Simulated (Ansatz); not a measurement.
# How far is this PbS from the hull?

Method: Ansatz 0.2.0, DFT PBE, scalar-relativistic, plane waves, PAW. Settings: cutoff 420 eV, Γ-centred meshes spaced at most about 0.3 Å⁻¹ (2π included), Gaussian smearing. No spin polarisation.

The zero of energy is the elements' standard structures at the same level; no fitted shifts are applied.

These are static total energies at zero pressure. Spin–orbit coupling, which can matter for Pb, is left out. The reference form of S is held partly by dispersion forces, which this level lacks.

The competitors are the elements and 2 reference phases of this chemical system (from databases or known types: PbS, PbS2), relaxed at the same level; other known phases may be missing.

The candidate was reached from: 5-connected net, two elements alternating.

```cif
data_structure
_symmetry_space_group_name_H-M 'P6_3/mmc'
_symmetry_Int_Tables_number 194
_cell_length_a 5.0308
_cell_length_b 5.0308
_cell_length_c 6.0212
_cell_angle_alpha 90.000
_cell_angle_beta 90.000
_cell_angle_gamma 120.000
_cell_volume 131.97
loop_
_atom_site_label
_atom_site_type_symbol
_atom_site_symmetry_multiplicity
_atom_site_Wyckoff_symbol
_atom_site_fract_x
_atom_site_fract_y
_atom_site_fract_z
_atom_site_occupancy
Pb1 Pb 2 c 0.33333 0.66667 0.25000 1
S1 S 2 d 0.66667 0.33333 0.25000 1
```

Task: Where does it stand against these competitors?

Result: Not the lowest form: another structure of the same formula lies lower. Its formation energy is -0.475 eV/atom. The lowest competing phase at this composition is this:

```tsv
phase	space group	source	share of atoms	ΔE_f (eV/atom)
PbS	Fm-3m (No. 225)	COD	1.0000	-0.550
```

The candidate lies 75 meV/atom above this phase. The candidate matches no cell in the subsets of the Crystallography Open Database and the Materials Project at hand. It is metastable at best. Shaken at random and relaxed again it fell by 75 meV/atom, so it probably isn't a firm minimum.
